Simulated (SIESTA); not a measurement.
**CdS (Hawleyite) in SIESTA: the effect of functional**

CdS (Hawleyite):

```
Cd S
1.0
     5.83300    0.00000    0.00000
     0.00000    5.83300    0.00000
     0.00000    0.00000    5.83300
Cd S
4 4
Direct
  0.00000 0.00000 0.00000
  0.00000 0.50000 0.50000
  0.50000 0.00000 0.50000
  0.50000 0.50000 0.00000
  0.25000 0.25000 0.25000
  0.25000 0.75000 0.75000
  0.75000 0.75000 0.25000
  0.75000 0.25000 0.75000
```

Alike in all runs:

| Quantity | Value |
| --- | --- |
| Program | SIESTA 5.4.2 |
| Task | single point |
| Basis | DZP (energy shift 0.003 Ry; two zetas on semicore shells) |
| Grid cutoff | 800 Ry |
| Energy shift | 0.003 Ry |
| k mesh | 5 × 5 × 5 |
| Occupations | fermi-dirac, width 0.05 eV |
| Spin | no spin polarisation |

```csv
functional,potentials or basis,gap on the mesh (eV),pressure (GPa)
LDA,PseudoDojo 0.4 standard (LDA files),1.12,-2.2
PBEsol,PseudoDojo 0.4 standard (PBEsol files),1.24,0.0
AM05,PseudoDojo 0.4 standard (PBEsol files),1.34,0.6
WC,PseudoDojo 0.4 standard (PBEsol files),1.21,0.1
PW91,PseudoDojo 0.4 standard (PBE files),1.32,3.0
revPBE,PseudoDojo 0.4 standard (PBE files),1.48,4.7
RPBE,PseudoDojo 0.4 standard (PBE files),1.52,5.3
BLYP,PseudoDojo 0.4 standard (PBE files),?,?
```

What does the run with functional BLYP give?

gap on the mesh 1.36 eV; pressure 6.5 GPa.

Caveats: an odd mesh through Γ misses points on the zone boundary, where band edges often lie; the basis of atomic orbitals isn't converged, which shifts pressures, moduli and gaps; the potentials were made for another functional, which shifts forces and pressure (some runs).

Runs at the PBE level aren't shown here.
